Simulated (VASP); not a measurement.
# Mo (Im-3m) in VASP: settings compared

One crystal, Mo, is run at these levels: LDA, revTPSS; tasks: single point.

Program: VASP 6.6.1. These are calculated values, not measurements. Logs are shortened: lines on timing, memory, paths and dates and some standing lists are left out, and cuts for length are marked.

### Step 1. The crystal as given

It takes space group Im-3m (No. 229, cubic). The conventional cell has a = 3.168 Å, b = 3.168 Å, c = 3.168 Å, α = 90.00°, β = 90.00°, γ = 90.00°. Mo (site symmetry m-3m) has 8 Mo at 2.74 Å as nearest neighbours.

### Step 2. Single point, LDA

Contents of run.py:

```python
from ase.calculators.vasp import Vasp
from ase.dft.bandgap import bandgap
from ase.io import read

atoms = read('Mo.cif')
calc = Vasp(
    directory='calc',
    xc='lda',
    pp='LDA',
    setups='materialsproject',
    prec='Accurate',
    encut=520,
    ediff=1e-06,
    ismear=0,
    sigma=0.02,
    lreal=False,
    lasph=True,
    nelm=80,
    algo='Normal',
    isif=2,
    lwave=False,
    lcharg=True,
    lelf=True,
    lvhar=True,
    kpts=[12, 12, 12],
    gamma=True,
)
atoms.calc = calc

print('energy (eV):', atoms.get_potential_energy())
print('free energy (eV):', atoms.get_potential_energy(force_consistent=True))
print('forces (eV/A):')
print(atoms.get_forces())
print('stress (eV/A^3, Voigt):', atoms.get_stress())
print('Fermi level (eV):', calc.get_fermi_level())
gap, top, bottom = bandgap(calc)
print('band gap (eV):', gap, 'from (spin, k, band)', top, 'to', bottom)
```

Contents of Mo.cif:

```cif
data_Mo
_cell_length_a 2.74323761
_cell_length_b 2.74323761
_cell_length_c 2.74323761
_cell_angle_alpha 109.47122063
_cell_angle_beta 109.47122063
_cell_angle_gamma 109.47122063
_space_group_name_H-M_alt 'P1'
_space_group_name_Hall 'P 1'
_space_group_IT_number 1
loop_
_space_group_symop_operation_xyz
'x,y,z'
loop_
_atom_site_label
_atom_site_type_symbol
_atom_site_symmetry_multiplicity
_atom_site_Wyckoff_symbol
_atom_site_fract_x
_atom_site_fract_y
_atom_site_fract_z
_atom_site_occupancy
Mo1 Mo 1 a 0.0000000000 0.0000000000 0.0000000000 1
```

Potentials or basis: VASP PAW LDA potentials, release 64 (Mo_pv).

Command:

```sh
> python run.py
```

The log of the run:

```text
energy (eV): -12.14105675
free energy (eV): -12.14109597
forces (eV/A):
[[0. 0. 0.]]
stress (eV/A^3, Voigt): [8.73034657e-02 8.73034657e-02 8.73034658e-02 1.87245274e-11
 1.24830183e-11 6.24150913e-12]
Fermi level (eV): 11.73626324
band gap (eV): 0.0 from (spin, k, band) (None, None, None) to (None, None, None)
```

OUTCAR:

```text
ENCUT = 520.000000
   EDIFF = 1.00e-06
   PREC = Accurate
   ISIF = 2
   ISMEAR = 0
   NELM = 80
   LASPH = .TRUE.
   LREAL = .FALSE.

 ion  position               nearest neighbor table
   1  0.000  0.000  0.000-

  LATTYP: Found a body centered cubic cell.
 ALAT       =     3.1676179452

  Lattice vectors:

 A1 = (   2.7432376100,   0.0000000000,   0.0000000000)
 A2 = (  -0.9144125365,   2.5863492220,   0.0000000000)
 A3 = (  -0.9144125365,  -1.2931746106,   2.2398441295)

Analysis of symmetry for initial positions (statically):
=====================================================================
 Subroutine PRICEL returns:
 Original cell was already a primitive cell.

 Routine SETGRP: Setting up the symmetry group for a
 body centered cubic supercell.

 Subroutine GETGRP returns: Found 48 space group operations
 (whereof 48 operations were pure point group operations)
 out of a pool of 48 trial point group operations.

The static configuration has the point symmetry O_h .

Analysis of symmetry for dynamics (positions and initial velocities):
=====================================================================
 Subroutine PRICEL returns:
 Original cell was already a primitive cell.

 Routine SETGRP: Setting up the symmetry group for a
 body centered cubic supercell.

 Subroutine GETGRP returns: Found 48 space group operations
 (whereof 48 operations were pure point group operations)
 out of a pool of 48 trial point group operations.

The dynamic configuration has the point symmetry O_h .

 Subroutine INISYM returns: Found 48 space group operations
 (whereof 48 operations are pure point group operations),
 and found     1 'primitive' translations

----------------------------------------------------------------------------------------

                                     Primitive cell

  volume of cell :      15.8916

  direct lattice vectors                    reciprocal lattice vectors
     2.743237610  0.000000000  0.000000000     0.364532768  0.128881796  0.223229819
    -0.914412536  2.586349222  0.000000000     0.000000000  0.386645389  0.223229819
    -0.914412536 -1.293174611  2.239844130     0.000000000  0.000000000  0.446459638

  length of vectors
     2.743237610  2.743237610  2.743237610     0.446459638  0.446459638  0.446459638

  position of ions in fractional coordinates (direct lattice)
     0.000000000  0.000000000  0.000000000

  ion indices of the primitive-cell ions
   primitive index   ion index
                 1           1

----------------------------------------------------------------------------------------

 KPOINTS: KPOINTS created by Atomic Simulation Env

Automatic generation of k-mesh.
 Grid dimensions read from file:
 generate k-points for:   12   12   12

 Generating k-lattice:

  Cartesian coordinates                     Fractional coordinates (reciprocal lattice)
     0.030377731  0.010740150  0.018602485     0.083333333  0.000000000  0.000000000
     0.000000000  0.032220449  0.018602485     0.000000000  0.083333333 -0.000000000
     0.000000000  0.000000000  0.037204970     0.000000000  0.000000000  0.083333333

  Length of vectors
     0.037204970  0.037204970  0.037204970

  Shift w.r.t. Gamma in fractional coordinates (k-lattice)
     0.000000000  0.000000000  0.000000000

 Subroutine IBZKPT returns following result:
 ===========================================

 Found     72 irreducible k-points:

 Following reciprocal coordinates:
            Coordinates               Weight
  0.000000  0.000000  0.000000      1.000000
  0.083333 -0.000000  0.000000     12.000000
  0.166667 -0.000000 -0.000000     12.000000
  0.250000 -0.000000 -0.000000     12.000000
  0.333333  0.000000 -0.000000     12.000000
  0.416667  0.000000 -0.000000     12.000000
[... 42 lines left out ...]
 -0.250000  0.250000  0.166667     24.000000
 -0.333333  0.333333  0.166667     24.000000
 [... further k-points ...]
   k-points           NKPTS =     72   k-points in BZ     NKDIM =     72   number of bands    NBANDS=     10
   number of dos      NEDOS =    301   number of ions     NIONS =      1
   total plane-waves  NPLWV =   8000
   dimension x,y,z NGX =    20 NGY =   20 NGZ =   20
   dimension x,y,z NGXF=    40 NGYF=   40 NGZF=   40
   ions per type =               1
   NGX,Y,Z   is equivalent  to a cutoff of  12.12, 12.12, 12.12 a.u.
   NGXF,Y,Z  is equivalent  to a cutoff of  24.24, 24.24, 24.24 a.u.
 SYSTEM =  unknown system
   PREC   = accura    normal or accurate (medium, high low for compatibility)
   ISTART =      0    job   : 0-new  1-cont  2-samecut
   ICHARG =      2    charge: 1-file 2-atom 10-const
   ISPIN  =      1    spin polarized calculation?
   LNONCOLLINEAR =      F non collinear calculations
   LSORBIT =      F    spin-orbit coupling
   LASPH  =      T    aspherical Exc in radial PAW
   ENCUT  =  520.0 eV  38.22 Ry    6.18 a.u.   5.10  5.10  5.10*2*pi/ulx,y,z
   NELM   =     80;   NELMIN=  2; NELMDL= -5     # of ELM steps
   EDIFF  = 0.1E-05   stopping-criterion for ELM
   LREAL  =      F    real-space projection
   EDIFFG = 0.1E-04   stopping-criterion for IOM
   NSW    =      0    number of steps for IOM
   IBRION =     -1    ionic relax: 0-MD 1-quasi-New 2-CG
   NFREE  =      0    steps in history (QN), initial steepest desc. (CG)
   ISIF   =      2    stress and relaxation
   ISYM   =      2    0-nonsym 1-usesym 2-fastsym
   POTIM  = 0.5000    time-step for ionic-motion
   TEBEG  =    0.0;   TEEND  =   0.0 temperature during run
   PSTRESS=    0.0 pullay stress
   NELECT =      12.0000    total number of electrons
   NUPDOWN=      -1.0000    fix difference up-down
   EMIN   =  10.00;   EMAX   =-10.00  energy-range for DOS
   EFERMI =   0.00;   METHOD = LEGACY
   ISMEAR =     0;   SIGMA  =   0.02  broadening in eV -4-tet -1-fermi 0-gaus
   EFERMI_NEDOS =   21; number of points for ismear=-14 and -15
   IALGO  =     38    algorithm
   IMIX   =      4    mixing-type and parameters
     AMIX     =   0.40;   BMIX     =  1.00
     AMIX_MAG =   1.60;   BMIX_MAG =  1.00
  volume/ion in A,a.u.               =      15.89       107.24
  Fermi-wavevector in a.u.,A,eV,Ry     =   1.490776  2.817159 30.237774  2.222414
  Thomas-Fermi vector in A             =   2.603515
   LORBIT       =      0    0 simple, 1 ext, 2 COOP (PROOUT), +10 PAW based schemes
   GGA     = CA    functional components
   LHFCALC =     F    Hartree Fock is set to
   AEXX    =    0.0000 exact exchange contribution
   IVDW    =     0    specifies the selected vdW correction
   LEPSILON=     F    determine dielectric tensor
   LRPA    =     F    only Hartree local field effects (RPA)
 non-spin polarized calculation
 Gauss-broadening in eV      SIGMA  =   0.02
  energy-cutoff  :      520.00
  volume of cell :       15.89
 maximum number of plane-waves:       442
   NGX = 11   NGY = 11   NGZ = 11

 number of electron      11.9999997 magnetization

 Free energy of the ion-electron system (eV)
  ---------------------------------------------------
  ext. energy  EPLUGINS =         0.00000000
  ---------------------------------------------------
  free energy    TOTEN  =       -12.14109597 eV

  energy without entropy =      -12.14101753  energy(sigma->0) =      -12.14105675

 E-fermi :  11.7363     XC(G=0): -13.3997

 val. band max:       11.6749754716   @ k =  -0.1667   0.2500   0.0833
 cond. band min:      11.7362657322   @ k =   0.5000   0.5000   0.0833
 fundamental gap:      0.0612902606
 Fermi energy:        11.7362632448

 k-point     1 :       0.0000    0.0000    0.0000
  band No.  band energies     occupation
      1     -22.6384      2.00000
      2     -22.6384      2.00000
      3     -22.6384      2.00000
      4       4.6103      2.00000
      5      10.4480      2.00000
      6      10.4480      2.00000
      7      10.4480      2.00000
      8      13.3810      0.00000
      9      13.3810      0.00000
     10      26.6138      0.00000
[... 495 lines left out ...]
 k-point    40 :      -0.4167    0.5000    0.0833
  band No.  band energies     occupation
      1     -23.8856      2.00000
      2     -23.1713      2.00000
      3     -22.7851      2.00000
      4       7.2004      2.00000
      5       9.0672      2.00000
      6      10.7038      2.00000
      7      12.6591      0.00000
      8      15.3455      0.00000
      9      17.4357      0.00000
     10      23.0197      0.00000

 [... further k-points ...]

------------------------ aborting loop because EDIFF is reached ----------------------------------------

  FORCE on cell =-STRESS in cart. coord.  units (eV):
  Direction    XX          YY          ZZ          XY          YZ          ZX
  --------------------------------------------------------------------------------------
  -------------------------------------------------------------------------------------
  Total       -1.3873936     -1.3873936     -1.3873936     -0.0000000     -0.0000000     -0.0000000
  in kB     -139.8755717   -139.8755717   -139.8755717     -0.0000000     -0.0000000     -0.0000000
  external PRESSURE =    -139.8755717 kB  Pullay stress =       0.0000000 kB

 VOLUME and BASIS-vectors are now :
 -----------------------------------------------------------------------------
  energy-cutoff  :      520.00
  volume of cell :       15.89
      direct lattice vectors                 reciprocal lattice vectors
     2.743237610  0.000000000  0.000000000     0.364532768  0.128881796  0.223229819
    -0.914412536  2.586349222  0.000000000     0.000000000  0.386645389  0.223229819
    -0.914412536 -1.293174611  2.239844130     0.000000000  0.000000000  0.446459638

 POSITION                                       TOTAL-FORCE (eV/Angst)
 -----------------------------------------------------------------------------------
      0.00000      0.00000      0.00000         0.000000      0.000000      0.000000
 -----------------------------------------------------------------------------------
    total drift:                               -0.000000      0.000000      0.000000

  FREE ENERGIE OF THE ION-ELECTRON SYSTEM (eV)
  ---------------------------------------------------
  free  energy   TOTEN  =       -12.1410959679 eV

  energy  without entropy=      -12.1410175258  energy(sigma->0) =      -12.14105675
```

INCAR:

```text
ENCUT = 520.000000
SIGMA = 0.020000
EDIFF = 1.00e-06
ALGO = Normal
PREC = Accurate
ISIF = 2
ISMEAR = 0
NELM = 80
LASPH = .TRUE.
LCHARG = .TRUE.
LELF = .TRUE.
LVHAR = .TRUE.
LWAVE = .FALSE.
LREAL = .FALSE.
```

Wall time 11 s (1 thread of Intel Xeon Platinum 8488C (Sapphire Rapids), shared host); peak memory 0.12 GiB.

Results:

```yaml
Free_energy: -12.1411 eV
Pressure: -14.0 GPa
Band_gap_on_the_k_mesh: none (metal or under the smearing width)
```

Levels at points of the mesh, in eV from the Fermi level:
| k point | band 2 | band 3 | band 4 | band 5 | band 6 | band 7 | band 8 | band 9 | band 10 |
| --- | --- | --- | --- | --- | --- | --- | --- | --- | --- |
| (0.00, 0.00, 0.00) | -34.37 | -34.37 | -7.13 | -1.29 | -1.29 | -1.29 | 1.64 | 1.64 | 14.88 |
| (0.50, 0.00, 0.00) | -34.80 | -34.39 | -5.18 | -3.28 | 1.66 | 1.67 | 2.28 | 4.71 | 11.41 |
| (0.50, 0.50, 0.50) | -35.30 | -35.30 | -5.28 | -5.28 | 3.96 | 3.96 | 3.96 | 8.98 | 8.98 |

### Step 3. Single point, LDA

Contents of INCAR:

```
SYSTEM = Mo
PREC = Accurate
ENCUT = 520
EDIFF = 1E-6
ISMEAR = 0
SIGMA = 0.02
LREAL = .False.
LASPH = .True.
NELM = 60
ALGO = Fast
ISIF = 2
LWAVE = .False.
LCHARG = .False.
```

Contents of KPOINTS:

```
regular mesh
0
Gamma
  12 12 12
  0 0 0
```

Contents of POSCAR:

```
Mo
2.7432
   -0.577358184565      0.577358184565      0.577358184565
    0.577358184565     -0.577358184565      0.577358184565
    0.577358184565      0.577358184565     -0.577358184565
Mo
1
Direct
    0.0000000000      0.0000000000      0.0000000000
```

Potentials or basis: VASP PAW LDA potentials, release 54 (Mo_sv).

Command:

```sh
> cat potpaw_LDA.54/Mo_sv/POTCAR > POTCAR
> mpirun -np 1 vasp_std > vasp.out
```

Wall time 20 s (1 thread of AMD EPYC, shared host); peak memory 0.09 GiB.

Results (log left out):

```yaml
Free_energy: -12.1131 eV
Pressure: -13.1 GPa
Band_gap_on_the_k_mesh: none (metal or under the smearing width)
```

Levels at points of the mesh, in eV from the Fermi level:
| k point | band 5 | band 6 | band 7 | band 8 | band 9 | band 10 |
| --- | --- | --- | --- | --- | --- | --- |
| (0.00, 0.00, 0.00) | -7.13 | -1.29 | -1.29 | -1.29 | 1.64 | 1.64 |
| (0.50, 0.00, 0.00) | -5.19 | -3.29 | 1.66 | 1.67 | 2.28 | 4.71 |
| (0.50, 0.50, 0.50) | -5.29 | -5.29 | 3.96 | 3.96 | 3.96 | 8.97 |

### Step 4. Single point, LDA

run.py, as its differences from that of step 2:

```diff
@@ -2,5 +2,12 @@
 from ase.dft.bandgap import bandgap
-from ase.io import read
+from ase.spacegroup import crystal
 
-atoms = read('Mo.cif')
+atoms = crystal(
+    ['Mo'],
+    basis=[[0.0, 0.0, 0.0]],
+    spacegroup=229,
+    setting=1,
+    cellpar=[3.16761794, 3.16761794, 3.16761794, 90.0, 90.0, 90.0],
+    primitive_cell=True,
+)
 calc = Vasp(
@@ -9,3 +16,4 @@
     pp='LDA',
-    setups='materialsproject',
+    setups='recommended',
+    pp_version='54',
     prec='Accurate',
@@ -17,3 +25,3 @@
     lasph=True,
-    nelm=80,
+    nelm=60,
     algo='Normal',
@@ -21,5 +29,3 @@
     lwave=False,
-    lcharg=True,
-    lelf=True,
-    lvhar=True,
+    lcharg=False,
     kpts=[12, 12, 12],
```

Potentials or basis: VASP PAW LDA potentials, release 54 (Mo_sv).

Command:

```sh
> python run.py
```

The log of the run:

```text
energy (eV): -12.11308771
free energy (eV): -12.11312696
forces (eV/A):
[[ 0. -0.  0.]]
stress (eV/A^3, Voigt): [ 0.0825572  0.0825572  0.0825572 -0.         0.        -0.       ]
Fermi level (eV): 12.15126059
band gap (eV): 0.0 from (spin, k, band) (None, None, None) to (None, None, None)
```

OUTCAR:

```text
ENCUT = 520.000000
   EDIFF = 1.00e-06
   PREC = Accurate
   ISIF = 2
   ISMEAR = 0
   NELM = 60
   LASPH = .TRUE.
   LREAL = .FALSE.

 ion  position               nearest neighbor table
   1  0.000  0.000  0.000-

  LATTYP: Found a body centered cubic cell.
 ALAT       =     3.1676179400

  Lattice vectors:

 A1 = (  -1.5838089700,   1.5838089700,   1.5838089700)
 A2 = (   1.5838089700,  -1.5838089700,   1.5838089700)
 A3 = (   1.5838089700,   1.5838089700,  -1.5838089700)

Analysis of symmetry for initial positions (statically):
=====================================================================
 Subroutine PRICEL returns:
 Original cell was already a primitive cell.

 Routine SETGRP: Setting up the symmetry group for a
 body centered cubic supercell.

 Subroutine GETGRP returns: Found 48 space group operations
 (whereof 48 operations were pure point group operations)
 out of a pool of 48 trial point group operations.

The static configuration has the point symmetry O_h .

Analysis of symmetry for dynamics (positions and initial velocities):
[... 165 lines left out ...]
 k-point     1 :       0.0000    0.0000    0.0000
  band No.  band energies     occupation
      1     -48.7334      2.00000
      2     -22.2115      2.00000
      3     -22.2115      2.00000
      4     -22.2115      2.00000
      5       5.0256      2.00000
      6      10.8568      2.00000
      7      10.8568      2.00000
      8      10.8568      2.00000
      9      13.7933      0.00000
     10      13.7933      0.00000
     11      27.0023      0.00000
[... 309 lines left out ...]
 k-point    24 :       0.4167    0.0833    0.0833
  band No.  band energies     occupation
      1     -48.4743      2.00000
      2     -23.4735      2.00000
      3     -22.7070      2.00000
      4     -22.3127      2.00000
      5       7.5294      2.00000
      6       8.8592      2.00000
      7      12.5276      0.00000
      8      13.9822      0.00000
      9      14.4580      0.00000
     10      18.4770      0.00000
     11      22.9981      0.00000

 [... further k-points ...]

------------------------ aborting loop because EDIFF is reached ----------------------------------------

  FORCE on cell =-STRESS in cart. coord.  units (eV):
  Direction    XX          YY          ZZ          XY          YZ          ZX
  --------------------------------------------------------------------------------------
  -------------------------------------------------------------------------------------
  Total       -1.3119678     -1.3119678     -1.3119678     -0.0000000     -0.0000000     -0.0000000
  in kB     -132.2712191   -132.2712191   -132.2712191     -0.0000000     -0.0000000     -0.0000000
  external PRESSURE =    -132.2712191 kB  Pullay stress =       0.0000000 kB

 VOLUME and BASIS-vectors are now :
 -----------------------------------------------------------------------------
  energy-cutoff  :      520.00
  volume of cell :       15.89
      direct lattice vectors                 reciprocal lattice vectors
    -1.583808970  1.583808970  1.583808970     0.000000000  0.315694638  0.315694638
     1.583808970 -1.583808970  1.583808970     0.315694638  0.000000000  0.315694638
     1.583808970  1.583808970 -1.583808970     0.315694638  0.315694638  0.000000000

 POSITION                                       TOTAL-FORCE (eV/Angst)
 -----------------------------------------------------------------------------------
      0.00000      0.00000      0.00000         0.000000     -0.000000      0.000000
 -----------------------------------------------------------------------------------
    total drift:                               -0.000000     -0.000000      0.000000

  FREE ENERGIE OF THE ION-ELECTRON SYSTEM (eV)
  ---------------------------------------------------
  free  energy   TOTEN  =       -12.1131269630 eV

  energy  without entropy=      -12.1130484474  energy(sigma->0) =      -12.11308771
```

INCAR:

```text
ENCUT = 520.000000
SIGMA = 0.020000
EDIFF = 1.00e-06
ALGO = Normal
PREC = Accurate
ISIF = 2
ISMEAR = 0
NELM = 60
LASPH = .TRUE.
LCHARG = .FALSE.
LWAVE = .FALSE.
LREAL = .FALSE.
```

Run time: 21 s. Hardware: 1 thread of AMD EPYC, shared host; peak memory 0.09 GiB.

Results:

```yaml
Free_energy: -12.1131 eV
Pressure: -13.2 GPa
Band_gap_on_the_k_mesh: none (metal or under the smearing width)
```

Levels at points of the mesh, in eV from the Fermi level:
| k point | band 4 | band 5 | band 6 | band 7 | band 8 | band 9 | band 10 | band 11 |
| --- | --- | --- | --- | --- | --- | --- | --- | --- |
| (0.00, 0.00, 0.00) | -34.36 | -7.13 | -1.29 | -1.29 | -1.29 | 1.64 | 1.64 | 14.85 |
| (0.50, 0.00, 0.00) | -34.37 | -5.19 | -3.29 | 1.66 | 1.67 | 2.28 | 4.71 | 11.42 |
| (0.50, 0.50, 0.50) | -35.30 | -5.29 | -5.29 | 3.96 | 3.96 | 3.96 | 8.97 | 8.97 |

(Continued in part 2 of 2.)
